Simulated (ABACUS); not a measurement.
# ZrN (Fm-3m) in ABACUS: convergence with radial spacing of the orbitals

Aim: find how far radial spacing of the orbitals must go before the results for ZrN settle, at PBE. This setting moves, with any that are tied to it; all else stays.

All numbers are computed with ABACUS 3.10.1; they aren't measurements. Logs are shortened: lines on timing, memory, paths and dates and some standing lists are left out, and cuts for length are marked.

### 1 The crystal as given

It takes space group Fm-3m (No. 225, cubic). Conventional cell: a = 4.600 Å, b = 4.600 Å, c = 4.600 Å, α = 90.00°, β = 90.00°, γ = 90.00°. Zr (site symmetry m-3m) has 6 N at 2.30 Å as nearest neighbours. Around N (site symmetry m-3m) lie 6 Zr at 2.30 Å.

### 2 With radial spacing of the orbitals 0.08 bohr

INPUT

```
INPUT_PARAMETERS
suffix              ZrN
calculation         scf
basis_type          lcao
pseudo_dir          ./
orbital_dir         ./
symmetry            1
dft_functional      pbe
ecutwfc             100
pseudo_rcut         7
nspin               1
nbands              13
ks_solver           genelpa
smearing_method     mp
smearing_sigma      0.00734986
scf_thr             1e-07
scf_nmax            100
mixing_type         broyden
mixing_beta         0.7
cal_force           1
cal_stress          1
out_mul             1
lcao_dr             0.08
```

STRU

```
ATOMIC_SPECIES
Zr 91.2240 Zr.upf
N 14.0070 N.upf

NUMERICAL_ORBITAL
Zr_confined-atom_8au_4s3p3d1f.orb
N_confined-atom_6au_3s3p2d1f.orb

LATTICE_CONSTANT
1.8897261246

LATTICE_VECTORS
0.0000000000 2.3000000000 2.3000000000
2.3000000000 0.0000000000 2.3000000000
2.3000000000 2.3000000000 0.0000000000

ATOMIC_POSITIONS
Direct

Zr
0.0
1
0.5000000000 0.5000000000 0.5000000000 1 1 1

N
0.0
1
0.0000000000 0.0000000000 0.0000000000 1 1 1
```

KPT

```
K_POINTS
0
Gamma
9 9 9 0 0 0
```

Potentials or basis: PseudoDojo NC SR 0.5 PBE standard, TZDP LCAO (the cutoffs set its grid).

Launch:

```console
$ OMP_NUM_THREADS=1 mpirun -np 4 abacus > log
```

Wall time 16 s (4 MPI ranks of AMD EPYC 7R43 (Zen 3), shared host); peak memory 0.56 GiB.

What came out:

- Free energy: -1663.2230 eV
- Pressure: -0.5 GPa
- Band gap on the k mesh: none (metal or under the smearing width)
- Mulliken charges: Zr +0.95; N -0.95 e

### 3 With radial spacing of the orbitals 0.04 bohr

INPUT, as its differences from that of step 2:

```diff
@@ -22,2 +22,2 @@
 out_mul             1
-lcao_dr             0.08
+lcao_dr             0.04
```

STRU is that of step 2.

KPT is that of step 2.

Potentials or basis: PseudoDojo NC SR 0.5 PBE standard, TZDP LCAO (the cutoffs set its grid).

Launch:

```console
$ OMP_NUM_THREADS=1 mpirun -np 4 abacus > log
```

Wall time 17 s (4 MPI ranks of AMD EPYC 7R43 (Zen 3), shared host); peak memory 0.56 GiB.

What came out:

- Free energy: -1663.2230 eV
- Pressure: -0.5 GPa
- Band gap on the k mesh: none (metal or under the smearing width)
- Mulliken charges: Zr +0.95; N -0.95 e

### 4 With radial spacing of the orbitals 0.02 bohr

INPUT, as its differences from that of step 3:

```diff
@@ -22,2 +22,2 @@
 out_mul             1
-lcao_dr             0.04
+lcao_dr             0.02
```

STRU is that of step 3.

KPT is that of step 3.

Launch:

```console
$ OMP_NUM_THREADS=1 mpirun -np 4 abacus > log
```

It took 15 s on 4 MPI ranks of AMD EPYC 7R43 (Zen 3), shared host; peak memory 0.56 GiB.

Results (log left out):

* Free energy: -1663.2230 eV
* Pressure: -0.5 GPa
* Band gap on the k mesh: none (metal or under the smearing width)
* Mulliken charges: Zr +0.95; N -0.95 e

### 5 With radial spacing of the orbitals 0.01 bohr

INPUT, as its differences from that of step 4:

```diff
@@ -22,2 +22,2 @@
 out_mul             1
-lcao_dr             0.02
+lcao_dr             0.01
```

STRU is that of step 4.

KPT is that of step 4.

Launch:

```console
$ OMP_NUM_THREADS=1 mpirun -np 4 abacus > log
```

Run time: 15 s. Hardware: 4 MPI ranks of AMD EPYC 7R43 (Zen 3), shared host; peak memory 0.56 GiB.

The run converged. Its results:

```yaml
Free_energy: -1663.2230 eV
Pressure: -0.5 GPa
Band_gap_on_the_k_mesh: none (metal or under the smearing width)
Mulliken_charges: Zr +0.95; N -0.95 e
```

### 6 With radial spacing of the orbitals 0.005 bohr

INPUT, as its differences from that of step 5:

```diff
@@ -22,2 +22,2 @@
 out_mul             1
-lcao_dr             0.01
+lcao_dr             0.005
```

STRU is that of step 5.

KPT is that of step 5.

Potentials or basis: PseudoDojo NC SR 0.5 PBE standard, TZDP LCAO (the cutoffs set its grid).

Launch:

```console
$ OMP_NUM_THREADS=1 mpirun -np 4 abacus > log
```

running log:

```text
ABACUS v3.10.1

               Atomic-orbital Based Ab-initio Computation at UStc

 ------------------------------------------------------------------------------------

 READING GENERAL INFORMATION
                           global_out_dir = OUT.ZrN/
                           global_in_card = INPUT
                               pseudo_dir = ./
                              orbital_dir = ./
                                    DSIZE = 4
                                    GSIZE = 1

 READING UNITCELL INFORMATION
                                    ntype = 2
                  lattice constant (Bohr) = 1.88973
              lattice constant (Angstrom) = 1

 READING ATOM TYPE 1
                               atom label = Zr
                      L=0, number of zeta = 4
                      L=1, number of zeta = 3
                      L=2, number of zeta = 3
                      L=3, number of zeta = 1
             number of atom for this type = 1

 READING ATOM TYPE 2
                               atom label = N
                      L=0, number of zeta = 3
                      L=1, number of zeta = 3
                      L=2, number of zeta = 2
                      L=3, number of zeta = 1
             number of atom for this type = 1

                        TOTAL ATOM NUMBER = 2
DIRECT COORDINATES
    atom                   x                   y                   z     mag                  vx                  vy                  vz
taud_Zr1            0.5000000000        0.5000000000        0.5000000000  0.0000        0.0000000000        0.0000000000        0.0000000000
taud_N1            0.0000000000        0.0000000000        0.0000000000  0.0000        0.0000000000        0.0000000000        0.0000000000

                          Volume (Bohr^3) = 164.214
                             Volume (A^3) = 24.334

 Lattice vectors: (Cartesian coordinate: in unit of a_0)
                   +0                +2.3                +2.3
                 +2.3                  +0                +2.3
                 +2.3                +2.3                  +0
 Reciprocal vectors: (Cartesian coordinate: in unit of 2 pi/a_0)
            -0.217391           +0.217391           +0.217391
            +0.217391           -0.217391           +0.217391
            +0.217391           +0.217391           -0.217391
 The esolver type has been set to : ksdft_lcao

                PAO radial cut off (Bohr) = 7

 Read in pseudopotential file is Zr.upf
                     pseudopotential type = NC
          exchange-correlation functional = PBE
                 nonlocal core correction = 1
                        valence electrons = 12
                                     lmax = 2
                           number of zeta = 4
                     number of projectors = 6
                           L of projector = 0
[... 5 lines left out ...]
                PAO radial cut off (Bohr) = 7

 Read in pseudopotential file is N.upf
                     pseudopotential type = NC
          exchange-correlation functional = PBE
                 nonlocal core correction = 1
                        valence electrons = 5
                                     lmax = 1
                           number of zeta = 2
                     number of projectors = 4
                           L of projector = 0
                           L of projector = 0
                           L of projector = 1
                           L of projector = 1
     initial pseudo atomic orbital number = 14

 SETUP THE ELECTRONS NUMBER
            electron number of element Zr = 12
      total electron number of element Zr = 12
             electron number of element N = 5
[... 133 lines left out ...]

[... K-POINTS DIRECT COORDINATES: 35 rows ...]

 SETUP PLANE WAVES FOR WAVE FUNCTIONS
     energy cutoff for wavefunc (unit:Ry) = 100
              fft grid for wave functions = [ 40, 40, 40 ]
                    number of plane waves = 3719
                         number of sticks = 313

 PARALLEL PW FOR WAVE FUNCTIONS
     PROC   COLUMNS(POT)             PW
        1             78            929
        2             78            929
        3             78            930
        4             79            931
 --------------- sum -------------------
        4            313           3719

 SET NONLOCAL PSEUDOPOTENTIAL PROJECTORS
 SET NONLOCAL PSEUDOPOTENTIAL PROJECTORS
 max number of nonlocal projetors among all species is 6

 -------------------------------------------
 SELF-CONSISTENT
 -------------------------------------------

 SETUP SEARCHING RADIUS FOR PROGRAM TO SEARCH ADJACENT ATOMS
                  longest orb rcut (Bohr) = 8
   longest nonlocal projector rcut (Bohr) = 1.58
                     search radius (Bohr) = 19.2
              searching radius is (Bohr)) = 19.2
         searching radius unit is (Bohr)) = 1.89
                         PeriodicBoundary = 1
                        Radius(unit:lat0) = 10.1
                                   glayer = [ 5, 5, 5 ]
                             glayer_minus = [ 4, 4, 4 ]

Find the coordinate range of the input atom(unit:lat0).
                                  min_tau = [ -18.4, -18.4, -18.4 ]
                                  max_tau = [ 20.7, 20.7, 20.7 ]
                                BoxNumber = [ 9, 9, 9 ]

 SETUP EXTENDED REAL SPACE GRID FOR GRID INTEGRATION
                          real space grid = [ 40, 40, 40 ]
                 big cell numbers in grid = [ 8, 8, 8 ]
             meshcell numbers in big cell = [ 5, 5, 5 ]
                        extended fft grid = [ 13, 13, 13 ]
                dimension of extened grid = [ 35, 35, 35 ]
                            UnitCellTotal = 125
              Atom number in sub-FFT-grid = 2
    Local orbitals number in sub-FFT-grid = 64
                                ParaV.nnr = 88848
                                 init_chg = atomic

 LCAO ALGORITHM --------------- ION=   1  ELEC=   1--------------------------------

 Density error is 0.137631412905
----------------------------------------------------------
     Energy           Rydberg                 eV
----------------------------------------------------------
 E_KohnSham     -121.9477035734      -1659.1836266128
 E_Harris       -122.2004859203      -1662.6229068853
 E_Fermi        1.3051024657         17.7568300077
----------------------------------------------------------
[... 91 lines left out ...]
 Density error is 6.15668354877e-08
----------------------------------------------------------
     Energy           Rydberg                 eV
----------------------------------------------------------
 E_KohnSham     -122.2445908505      -1663.2229852449
 E_KS(sigma->0) -122.2445519373      -1663.2224558047
 E_Harris       -122.2445905571      -1663.2229812531
 E_band         -2.0129865383        -27.3880869189
 E_one_elec     -5.1066858562        -69.4800255398
 E_Hartree      13.3273247557        181.3275557738
 E_xc           -26.2851169832       -357.6273635684
 E_Ewald        -104.1799960274      -1417.4415635898
 E_entropy(-TS) -0.0001167394        -0.0015883207
 E_descf        0.0000000000         0.0000000000
 E_exx          0.0000000000         0.0000000000
 E_Fermi        1.2926140175         17.5869159523
----------------------------------------------------------

 charge density convergence is achieved
 final etot is -1663.2229852 eV
 EFERMI = 17.586915952 eV

 STATE ENERGY(eV) AND OCCUPATIONS    NSPIN == 1
 1/35 kpoint (Cartesian) = 0.0000 0.0000 0.0000 (682 pws)
       1       -32.0385     0.00274348
       2       -9.66829     0.00274348
       3       -9.66829     0.00274348
       4       -9.66829     0.00274348
       5        1.38341     0.00274348
       6        14.9686     0.00274348
       7        14.9686     0.00274348
       8        14.9686     0.00274348
       9        17.2178     0.00274349
      10        17.2178     0.00274349
      11        17.2178     0.00274349
      12        19.1762   -1.70213e-89
      13        19.1762   -1.70213e-89
[... 61 lines left out ...]
 6/35 kpoint (Cartesian) = 0.0000 0.0000 0.048309 (686 pws)
       1       -32.0178      0.0164609
       2       -9.80489      0.0164609
       3       -9.70907      0.0164609
       4       -9.70907      0.0164609
       5        1.68102      0.0164609
       6        13.3740      0.0164609
       7        14.5940      0.0164609
       8        14.5940      0.0164609
       9        16.6953      0.0164609
      10        18.1403   -1.25072e-15
      11        18.1403   -1.25072e-15
      12        19.3495   -1.13264e-88
      13        20.1088   -1.62062e-88

[... levels at 29 further k points ...]

 correction force for each atom along direction 1 is 1.05902e-14
 correction force for each atom along direction 2 is -4.81533e-15
 correction force for each atom along direction 3 is 4.75812e-14
------------------------------------------------------------------------------------------
 TOTAL-FORCE (eV/Angstrom)
------------------------------------------------------------------------------------------
                       Zr1         0.0000000000         0.0000000000         0.0000000000
                        N1         0.0000000000         0.0000000000         0.0000000000
------------------------------------------------------------------------------------------

----------------------------------------------------------------
 TOTAL-STRESS (KBAR)
----------------------------------------------------------------
        -4.7595841612        -0.0000000000        -0.0000000000
         0.0000000000        -4.7595841612        -0.0000000000
        -0.0000000000        -0.0000000000        -4.7595841612
----------------------------------------------------------------
 TOTAL-PRESSURE: -4.759584 KBAR

 --------------------------------------------
 !FINAL_ETOT_IS -1663.2229852449318059 eV
 --------------------------------------------
```

Run time: 16 s. Hardware: 4 MPI ranks of AMD EPYC 7R43 (Zen 3), shared host; peak memory 0.56 GiB.

Results:

```
Free energy            : -1663.2230 eV
Pressure               : -0.5 GPa
Band gap on the k mesh : none (metal or under the smearing width)
Mulliken charges       : Zr +0.95; N -0.95 e
```

### 7 Result

```tsv
radial spacing of the orbitals	energy less the tightest run, at zero smearing (meV/atom)	SCF cycles	CPU time (s)
0.08 bohr	0.00	10	61
0.04 bohr	0.00	10	63
0.02 bohr	0.00	10	57
0.01 bohr	0.00	10	56
0.005 bohr	0.00	10	58
```

Against the tightest run, the energy stays within 1 meV/atom from 0.08 bohr on. The tightest run that finished is the yardstick and may itself not be fully converged.

Caveats: the atomic orbitals were generated for these runs and aren't a published set; the basis of atomic orbitals isn't converged, which shifts pressures, moduli and gaps.
